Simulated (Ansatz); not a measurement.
Stackings of close-packed layers of MnAs (capitals for Mn, lower case for the other element), each relaxed to a stress under 0.05 GPa; energies count from the stacking AcBaCb (R-3m).

These are results of DFT PBEsol, scalar-relativistic, plane waves, PAW (Ansatz 0.2.0), not measurements.

Cutoff 420 eV, Gaussian smearing of 0.10 eV, energies at zero smearing, symmetry of each start kept, collinear spin where a moment is listed.

| start | atoms | k mesh | excess energy (meV/atom) | excess energy on a denser mesh (meV/atom) | spacing of like layers (Å) | a (Å) | size of the moment (μB per cell) | denser mesh |
| --- | --- | --- | --- | --- | --- | --- | --- | --- |
| AbAc | 4 | 12×12×6 | -208.0 | -208.3 | 2.667 | 3.577 | 4.93 | 21×21×12 |
| AcBc | 4 | 12×12×6 | 140.8 | 141.6 | 3.101 | 3.486 | 6.66 | 21×21×12 |
| AcBcAbCb | 8 | 12×12×3 | 74.7 | 75.0 | 2.983 | 3.552 | 13.76 | 21×21×6 |
| AcBaCbAbCaBc | 12 | 12×12×2 | 46.1 | - | 2.937 | 3.564 | 20.45 | - |
| AcBcAbCbAbCb | 12 | 12×12×2 | 95.6 | - | 3.000 | 3.544 | 20.45 | - |

Zero in every row: gap on the mesh (eV).

Only parallel moments were tried here.

Small energy differences in metals hang on the k mesh (about 10 mJ/m² or 1 to 2 meV/atom on the mesh of the relaxation).

Cost: 5 runs of about 59 core-minutes in all, on Arm Neoverse V1 (shared hosts).